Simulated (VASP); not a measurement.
# Sc (Fm-3m) in VASP: a series of runs

The runs below take Sc through relaxation of cell and atoms, single point, with B3LYP+D2, PBEsol0, LDA+U.

All numbers are computed with VASP 6.6.1; they aren't measurements. Logs are shortened: lines on timing, memory, paths and dates and some standing lists are left out, and cuts for length are marked.

## (1) Starting point

Symmetry: Fm-3m, No. 225, cubic system. Conventional cell: a = 4.520 Å, b = 4.520 Å, c = 4.520 Å, α = 90.00°, β = 90.00°, γ = 90.00°. Sc (site symmetry m-3m) has 12 Sc at 3.20 Å as nearest neighbours.

This isn't the form of Sc at room conditions, which is hcp.

## (2) Relaxation of cell and atoms, B3LYP+D2 (volume scaled by 0.88)

Input file POSCAR:

```
Sc
1.0
    0.0000000000      2.1657217754      2.1657217754
    2.1657217754      0.0000000000      2.1657217754
    2.1657217754      2.1657217754      0.0000000000
Sc
1
Direct
    0.0000000000      0.0000000000      0.0000000000
```

Input file INCAR.step1:

```
SYSTEM = Sc
PREC = Accurate
ENCUT = 600
EDIFF = 1E-5
ISMEAR = 0
SIGMA = 0.1
LREAL = .False.
LASPH = .True.
NELM = 100
ALGO = Normal
LWAVE = .True.
LCHARG = .False.
GGA = PE
```

Input file INCAR.step2:

```
SYSTEM = Sc
PREC = Accurate
ENCUT = 600
EDIFF = 1E-7
ISMEAR = 0
SIGMA = 0.1
LREAL = .False.
LASPH = .True.
NELM = 100
ALGO = Normal
ISIF = 3
LWAVE = .False.
LCHARG = .False.
GGA = B3
LHFCALC = .True.
AEXX = 0.2
AGGAX = 0.72
AGGAC = 0.81
ALDAC = 0.19
PRECFOCK = Fast
HFRCUT = -1
IVDW = 1
IBRION = 2
NSW = 40
EDIFFG = -0.02
ISTART = 1
```

Input file KPOINTS:

```
Automatic mesh
0
Gamma
  5 5 5
  0 0 0
```

Potentials or basis: VASP PAW PBE potentials, release 64 (Sc_sv).

Command:

```console
> cat potpaw_PBE.64/Sc_sv/POTCAR > POTCAR
> cp INCAR.step1 INCAR
> mpirun -np 1 vasp_std > vasp.out
> cp INCAR.step2 INCAR
> mpirun -np 1 vasp_std > vasp.out
```

OUTCAR:

```text
SYSTEM = Sc
   PREC = Accurate
   ENCUT = 600
   EDIFF = 1E-7
   ISMEAR = 0
   LREAL = .False.
   LASPH = .True.
   NELM = 100
   ISIF = 3
   GGA = B3
   LHFCALC = .True.
   AEXX = 0.2
   PRECFOCK = Fast
   IVDW = 1
   IBRION = 2
   NSW = 40
   EDIFFG = -0.02
   ISTART = 1
  IVDW =   1

 ion  position               nearest neighbor table
   1  0.000  0.000  0.000-

  LATTYP: Found a face centered cubic cell.
 ALAT       =     4.3314435508

  Lattice vectors:

 A1 = (   0.0000000000,   2.1657217754,   2.1657217754)
 A2 = (   2.1657217754,   0.0000000000,   2.1657217754)
 A3 = (   2.1657217754,   2.1657217754,   0.0000000000)

Analysis of symmetry for initial positions (statically):
=====================================================================
 Subroutine PRICEL returns:
 Original cell was already a primitive cell.

 Routine SETGRP: Setting up the symmetry group for a
 face centered cubic supercell.

 Subroutine GETGRP returns: Found 48 space group operations
 (whereof 48 operations were pure point group operations)
 out of a pool of 48 trial point group operations.

The static configuration has the point symmetry O_h .

Analysis of symmetry for dynamics (positions and initial velocities):
=====================================================================
 Subroutine PRICEL returns:
 Original cell was already a primitive cell.

 Routine SETGRP: Setting up the symmetry group for a
 face centered cubic supercell.

 Subroutine GETGRP returns: Found 48 space group operations
 (whereof 48 operations were pure point group operations)
 out of a pool of 48 trial point group operations.

The dynamic configuration has the point symmetry O_h .

 Subroutine INISYM returns: Found 48 space group operations
 (whereof 48 operations are pure point group operations),
 and found     1 'primitive' translations

----------------------------------------------------------------------------------------

                                     Primitive cell

  volume of cell :      20.3160

  direct lattice vectors                    reciprocal lattice vectors
     0.000000000  2.165721775  2.165721775    -0.230869914  0.230869914  0.230869914
     2.165721775  0.000000000  2.165721775     0.230869914 -0.230869914  0.230869914
     2.165721775  2.165721775  0.000000000     0.230869914  0.230869914 -0.230869914

  length of vectors
     3.062793107  3.062793107  3.062793107     0.399878421  0.399878421  0.399878421

  position of ions in fractional coordinates (direct lattice)
     0.000000000  0.000000000  0.000000000

  ion indices of the primitive-cell ions
   primitive index   ion index
                 1           1

----------------------------------------------------------------------------------------

 KPOINTS: Automatic mesh

Automatic generation of k-mesh.
 Grid dimensions read from file:
 generate k-points for:    5    5    5

 Generating k-lattice:

  Cartesian coordinates                     Fractional coordinates (reciprocal lattice)
    -0.046173983  0.046173983  0.046173983     0.200000000  0.000000000  0.000000000
     0.046173983 -0.046173983  0.046173983     0.000000000  0.200000000  0.000000000
     0.046173983  0.046173983 -0.046173983     0.000000000  0.000000000  0.200000000

  Length of vectors
     0.079975684  0.079975684  0.079975684

  Shift w.r.t. Gamma in fractional coordinates (k-lattice)
     0.000000000  0.000000000  0.000000000

 Subroutine IBZKPT returns following result:
 ===========================================

 Found     10 irreducible k-points:

 Following reciprocal coordinates:
            Coordinates               Weight
  0.000000  0.000000  0.000000      1.000000
  0.200000  0.000000  0.000000      8.000000
  0.400000  0.000000  0.000000      8.000000
  0.200000  0.200000  0.000000      6.000000
  0.400000  0.200000  0.000000     24.000000
 -0.400000  0.200000  0.000000     24.000000
 -0.200000  0.200000  0.000000     12.000000
  0.400000  0.400000  0.000000      6.000000
 -0.400000  0.400000  0.000000     12.000000
 -0.400000  0.400000  0.200000     24.000000
   k-points           NKPTS =     10   k-points in BZ     NKDIM =    125   number of bands    NBANDS=      9
   number of dos      NEDOS =    301   number of ions     NIONS =      1
   total plane-waves  NPLWV =  13824
   dimension x,y,z NGX =    24 NGY =   24 NGZ =   24
   dimension x,y,z NGXF=    48 NGYF=   48 NGZF=   48
   ions per type =               1
   NGX,Y,Z   is equivalent  to a cutoff of  13.03, 13.03, 13.03 a.u.
   NGXF,Y,Z  is equivalent  to a cutoff of  26.05, 26.05, 26.05 a.u.
 SYSTEM =  Sc
   PREC   = accura    normal or accurate (medium, high low for compatibility)
   ISTART =      1    job   : 0-new  1-cont  2-samecut
   ICHARG =      0    charge: 1-file 2-atom 10-const
   ISPIN  =      1    spin polarized calculation?
   LNONCOLLINEAR =      F non collinear calculations
   LSORBIT =      F    spin-orbit coupling
   LASPH  =      T    aspherical Exc in radial PAW
   ENCUT  =  600.0 eV  44.10 Ry    6.64 a.u.   6.12  6.12  6.12*2*pi/ulx,y,z
   NELM   =    100;   NELMIN=  2; NELMDL=  0     # of ELM steps
   EDIFF  = 0.1E-06   stopping-criterion for ELM
   LREAL  =      F    real-space projection
   EDIFFG = -.2E-01   stopping-criterion for IOM
   NSW    =     40    number of steps for IOM
   IBRION =      2    ionic relax: 0-MD 1-quasi-New 2-CG
   NFREE  =      1    steps in history (QN), initial steepest desc. (CG)
   ISIF   =      3    stress and relaxation
   ISYM   =      3    0-nonsym 1-usesym 2-fastsym
   POTIM  = 0.5000    time-step for ionic-motion
   TEBEG  =    0.0;   TEEND  =   0.0 temperature during run
   PSTRESS=    0.0 pullay stress
   NELECT =      11.0000    total number of electrons
   NUPDOWN=      -1.0000    fix difference up-down
   EMIN   =  10.00;   EMAX   =-10.00  energy-range for DOS
   EFERMI =   0.00;   METHOD = LEGACY
   ISMEAR =     0;   SIGMA  =   0.10  broadening in eV -4-tet -1-fermi 0-gaus
   EFERMI_NEDOS =   21; number of points for ismear=-14 and -15
   IALGO  =     38    algorithm
   IMIX   =      1    mixing-type and parameters
     AMIX     =   0.40;   BMIX     =  1.00
     AMIX_MAG =   1.60;   BMIX_MAG =  1.00
  volume/ion in A,a.u.               =      20.32       137.10
  Fermi-wavevector in a.u.,A,eV,Ry     =   1.334319  2.521498 24.223917  1.780408
  Thomas-Fermi vector in A             =   2.463110
   LORBIT       =      0    0 simple, 1 ext, 2 COOP (PROOUT), +10 PAW based schemes
   GGA     = B3    functional components
   LHFCALC =     T    Hartree Fock is set to
   PRECFOCK=fast      Normal, Fast or Accurate (Low or Medium for compatibility)
   ENCUT4O =  -1.0   cutoff for four orbital integrals eV
   NKREDX  =     1    reduce k-point grid by
   NKREDY  =     1    reduce k-point grid by
   NKREDZ  =     1    reduce k-point grid by
   AEXX    =    0.2000 exact exchange contribution
   HFSCREEN=    0.0000 screening length (either q_TF or 0.3 A-1)
   HFSCREENC=   0.0000 screening length for correlation (either q_TF or 0.3 A-1)
   ENCUTFOCK=  -1.0 apply spherical cutoff to Coloumb kernel
   IVDW    =     1    specifies the selected vdW correction
   LEPSILON=     F    determine dielectric tensor
   LRPA    =     F    only Hartree local field effects (RPA)
 conjugate gradient relaxation of ions
 non-spin polarized calculation
 Gauss-broadening in eV      SIGMA  =   0.10
  energy-cutoff  :      600.00
  volume of cell :       20.32
 maximum number of plane-waves:       687
  NGX = 14; NGY = 14; NGZ = 14

--------------------------------------- Ionic step        1  -------------------------------------------

 number of electron      10.9999998 magnetization

 Free energy of the ion-electron system (eV)
  ---------------------------------------------------
  ext. energy  EPLUGINS =         0.00000000
  ---------------------------------------------------
  free energy    TOTEN  =        -6.61373546 eV

  energy without entropy =       -6.60752258  energy(sigma->0) =       -6.61062902

------------------------ aborting loop because EDIFF is reached ----------------------------------------

  DFT-D2 method for vdW energy calculation

  Number of pair interactions contributing to vdW energy:   25698

  Edisp (eV):   -0.51909

  FORCE on cell =-STRESS in cart. coord.  units (eV):
  Direction    XX          YY          ZZ          XY          YZ          ZX
  --------------------------------------------------------------------------------------
  -------------------------------------------------------------------------------------
  Total       2.53400     2.53400     2.53400     0.00000    -0.00000    -0.00000
  in kB     199.83821   199.83821   199.83821     0.00000    -0.00000    -0.00000
  external pressure =      199.84 kB  Pullay stress =        0.00 kB

 VOLUME and BASIS-vectors are now :
 -----------------------------------------------------------------------------
  energy-cutoff  :      600.00
  volume of cell :       20.32
      direct lattice vectors                 reciprocal lattice vectors
     0.000000000  2.165721775  2.165721775    -0.230869914  0.230869914  0.230869914
     2.165721775  0.000000000  2.165721775     0.230869914 -0.230869914  0.230869914
     2.165721775  2.165721775  0.000000000     0.230869914  0.230869914 -0.230869914

 POSITION                                       TOTAL-FORCE (eV/Angst)
 -----------------------------------------------------------------------------------
      0.00000      0.00000      0.00000         0.000000      0.000000     -0.000000
 -----------------------------------------------------------------------------------
    total drift:                               -0.000000     -0.000000     -0.000000

  FREE ENERGIE OF THE ION-ELECTRON SYSTEM (eV)
  ---------------------------------------------------
  free  energy   TOTEN  =        -7.1328206921 eV

  energy  without entropy=       -7.1266078116  energy(sigma->0) =       -7.12971425

--------------------------------------- Ionic step        2  -------------------------------------------

 number of electron      10.9999999 magnetization

 E-fermi :   3.2129     XC(G=0):  -7.4847

 val. band max:        3.1383479169   @ k =  -0.4000   0.4000   0.2000
 cond. band min:       3.5053898342   @ k =   0.4000   0.0000   0.0000
 fundamental gap:      0.3670419173
 Fermi energy:         3.2129081165

 k-point     1 :       0.0000    0.0000    0.0000
  band No.  band energies     occupation
      1     -50.5130      2.00000
      2     -27.8450      2.00000
      3     -27.8450      2.00000
      4     -27.8450      2.00000
      5      -2.8570      2.00000
      6       5.2613      0.00000
      7       5.2613      0.00000
      8       5.2613      0.00000
      9       6.5363      0.00000

 k-point     2 :       0.2000    0.0000    0.0000
  band No.  band energies     occupation
      1     -50.5007      2.00000
      2     -27.9296      2.00000
      3     -27.8486      2.00000
      4     -27.8486      2.00000
      5      -1.8252      2.00000
      6       4.7153      0.00000
      7       5.4716      0.00000
      8       5.4716      0.00000
      9       6.4697      0.00000
[... 163 lines left out ...]
 POSITION                                       TOTAL-FORCE (eV/Angst)
 -----------------------------------------------------------------------------------
      0.00000      0.00000     -0.00000         0.000000      0.000000     -0.000000
 -----------------------------------------------------------------------------------
    total drift:                                0.000000      0.000000      0.000000

  FREE ENERGIE OF THE ION-ELECTRON SYSTEM (eV)
  ---------------------------------------------------
  free  energy   TOTEN  =        -7.3793438844 eV

  energy  without entropy=       -7.3731310805  energy(sigma->0) =       -7.37623748

--------------------------------------- Ionic step        4  -------------------------------------------

 number of electron      10.9999999 magnetization

 Free energy of the ion-electron system (eV)
  ---------------------------------------------------
  ext. energy  EPLUGINS =         0.00000000
  ---------------------------------------------------
  free energy    TOTEN  =        -6.84689363 eV

  energy without entropy =       -6.84068083  energy(sigma->0) =       -6.84378723

 E-fermi :   4.0507     XC(G=0):  -7.9595

 val. band max:        3.9761787392   @ k =  -0.4000   0.4000   0.2000
 cond. band min:       4.3888520031   @ k =   0.4000   0.2000   0.0000
 fundamental gap:      0.4126732638
 Fermi energy:         4.0507409326

 k-point     1 :       0.0000    0.0000    0.0000
  band No.  band energies     occupation
      1     -49.2384      2.00000
      2     -26.5043      2.00000
      3     -26.5043      2.00000
      4     -26.5043      2.00000
      5      -2.3068      2.00000
      6       6.3728      0.00000
      7       6.3728      0.00000
      8       6.3728      0.00000
      9       7.8859      0.00000

 k-point     2 :       0.2000    0.0000    0.0000
  band No.  band energies     occupation
      1     -49.2148      2.00000
      2     -26.6531      2.00000
      3     -26.5174      2.00000
      4     -26.5174      2.00000
      5      -1.1964      2.00000
      6       5.6873      0.00000
      7       6.6178      0.00000
      8       6.6178      0.00000
      9       7.7940      0.00000
[... 122 lines left out ...]
 POSITION                                       TOTAL-FORCE (eV/Angst)
 -----------------------------------------------------------------------------------
      0.00000      0.00000      0.00000         0.000000      0.000000      0.000000
 -----------------------------------------------------------------------------------
    total drift:                                0.000000      0.000000     -0.000000

  FREE ENERGIE OF THE ION-ELECTRON SYSTEM (eV)
  ---------------------------------------------------
  free  energy   TOTEN  =        -7.3794732993 eV

  energy  without entropy=       -7.3732604962  energy(sigma->0) =       -7.37636690

 reached required accuracy - stopping structural energy minimisation
```

Run time: 5.2 min. Hardware: 1 thread of Intel Xeon Platinum 8488C (Sapphire Rapids), shared host; peak memory 0.15 GiB.

Results:

```yaml
Free_energy: -7.3795 eV
Relaxed_volume: 24.67 Å³/atom
Relaxed_cell: a = 3.268 Å, b = 3.268 Å, c = 3.268 Å, α = 60.00°, β = 60.00°, γ = 60.00°
Space_group_after_relaxing_to_0.05_Å: Fm-3m (No. 225)
Energy_gained_by_relaxing: 246.7 meV/atom
Ionic_steps: 4
Pressure_after_relaxing: 0.0 GPa
Band_gap_on_the_k_mesh: none (metal or under the smearing width)
Dispersion_energy_per_atom: -0.533 eV
```

The path:
```
step  energy change (eV)  largest force (eV/Å)  pressure (GPa)  volume (Å³)
   1              0.0000                0.0000           19.98        20.32
   2             -0.1162                0.0000           -8.99        28.71
   3             -0.2465                0.0000           -0.39        24.78
   4             -0.2467                0.0000           -0.03        24.67
```

Final structure:
```xyz
1
Lattice="0.0000 2.3105 2.3105 2.3105 0.0000 2.3105 2.3105 2.3105 0.0000" Properties=species:S:1:pos:R:3 pbc="T T T"
Sc    0.0000    0.0000    0.0000
```

Caveat: the k mesh is coarse (spacing up to 0.50 Å⁻¹), so the values aren't converged, least of all with exact exchange; atom-pairwise D2, TS and ULG terms overbind metals; the PAW data sets were made with another functional, which shifts forces and pressure a little; pairwise dispersion overbinds metals, which lowers pressure and volume. Zero-point motion and thermal expansion aren't in these numbers.

## (3) Single point, PBEsol0

Input file POSCAR:

```
Sc
1.0
    0.0000000000      2.2600000000      2.2600000000
    2.2600000000      0.0000000000      2.2600000000
    2.2600000000      2.2600000000      0.0000000000
Sc
1
Direct
    0.0000000000      0.0000000000      0.0000000000
```

Input file INCAR.step1:

```
SYSTEM = Sc
PREC = Accurate
ENCUT = 350
EDIFF = 1E-5
ISMEAR = -5
SIGMA = 0.05
LREAL = .FALSE.
LASPH = .TRUE.
NELM = 60
ALGO = Normal
ISIF = 2
LWAVE = .TRUE.
NBANDS = 8
GGA = PE
```

Input file INCAR.step2:

```
SYSTEM = Sc
PREC = Accurate
ENCUT = 350
EDIFF = 1E-7
ISMEAR = -5
SIGMA = 0.05
LREAL = .FALSE.
LASPH = .TRUE.
NELM = 60
ALGO = Normal
ISIF = 2
LWAVE = .FALSE.
LCHARG = .TRUE.
GGA = PS
LHFCALC = .TRUE.
AEXX = 0.25
PRECFOCK = Fast
LELF = .TRUE.
LVHAR = .TRUE.
NBANDS = 8
ISTART = 1
```

Input file KPOINTS:

```
regular mesh
0
G
  5 5 5
  0 0 0
```

Potentials or basis: VASP PAW PBE potentials, release 64 (Sc_sv).

Command:

```console
> cat potpaw_PBE.64/Sc_sv/POTCAR > POTCAR
> cp INCAR.step1 INCAR
> mpirun -np 1 vasp_std > vasp.out
> cp INCAR.step2 INCAR
> mpirun -np 1 vasp_std > vasp.out
```

Wall time 64 s (1 thread of Intel Xeon Platinum 8488C (Sapphire Rapids), shared host); peak memory 0.12 GiB.

These settings aren't checked as converged: the numbers below hold their error.

What came out:

* Free energy: -8.3307 eV
* Pressure: 3.9 GPa
* Band gap on the k mesh: none (metal or under the smearing width)

Caveat: the k mesh is coarse (spacing up to 0.48 Å⁻¹), so the values aren't converged, least of all with exact exchange; the PAW data sets were made with another functional, which shifts forces and pressure a little; tetrahedron occupations give inexact forces and stress in metals.

## (4) Single point, LDA+U (cell strained at random at fixed volume)

Input file INCAR:

```
PREC = Accurate
ENCUT = 600
EDIFF = 1E-7
ISMEAR = -5
SIGMA = 0.05
LREAL = False
LASPH = True
NELM = 100
ALGO = Normal
ISIF = 2
LWAVE = False
LCHARG = True
LMAXMIX = 4
LDAU = True
LDAUTYPE = 2
LDAUL = 2
LDAUU = 3.5
LDAUJ = 0
LDAUPRINT = 1
LELF = True
LVHAR = True
NBANDS = 12
NELECT = 10.5
```

Input file KPOINTS:

```
regular mesh
0
Monkhorst-Pack
  10 10 10
```

Input file POSCAR:

```
Sc
1.0
   -0.0116770000      2.2503010000      2.2952860000
    2.2484430000     -0.0235140000      2.3071230000
    2.2121240000      2.2258190000      0.0128050000
Sc
1
Direct
   -0.0081780000      0.0007790000     -0.0045000000
```

Potentials or basis: VASP PAW LDA potentials, release 64 (Sc_sv_GW).

Command:

```console
> cat potpaw_LDA.64/Sc_sv_GW/POTCAR > POTCAR
> mpirun -np 1 vasp_std > vasp.out
```

Run time: 2.3 min. Hardware: 1 thread of AMD EPYC 9R45 (Zen 5), shared host; peak memory 0.32 GiB.

These settings aren't checked as converged (typed here: shifted = yes; NELECT = 10.5): the numbers below hold their error.

What came out:

| Item | Value |
| --- | --- |
| Free energy | -11.2313 eV |

Caveat: the cell is charged against a uniform background, so pressure and absolute levels hang on convention; U without spin polarisation on a metal has little footing; the U is typed as a test and isn't derived for this compound; tetrahedron occupations give inexact forces and stress in metals.
